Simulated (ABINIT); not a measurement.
Runs of ABINIT 10.8.3 (patched build) on Ni. Symmetry: P6_3/mmc, No. 194, hexagonal system. The conventional cell has a = 2.448 Å, b = 2.448 Å, c = 4.073 Å, α = 90.00°, β = 90.00°, γ = 120.00°. Around Ni (site symmetry -6m2) lie 12 Ni at 2.45 to 2.48 Å. This isn't the form of Ni at room conditions, which is fcc.

| level | gap on the mesh (eV) | pressure (GPa) | moment (μB) |
| --- | --- | --- | --- |
| AM05 | none | -3.2 | 1.34 |
| revPBE | none | (a) | 1.35 |
| PBEsol | none | (b) | 1.34 |
| BLYP | none | 18.0 | 1.32 |
| RPBE | none | 13.5 | 1.35 |

Alike in all rows: task single point; potentials or basis JTH PAW PBE v2.0; spin collinear, ferromagnetic start; cell as given; k mesh 8 × 8 × 5; cutoff (eV) 1333; smearing fermi-dirac 0.05 eV; the mesh is coarse, so values aren't converged.

Problem. Fill in the values left out.

Solution. (a) 12.0; (b) -2.4.

Caveats: all runs use coarse meshes; the PAW data sets were made with another functional, which shifts forces and pressure a little.

A gap of «none» marks a metal or a gap under the smearing width.
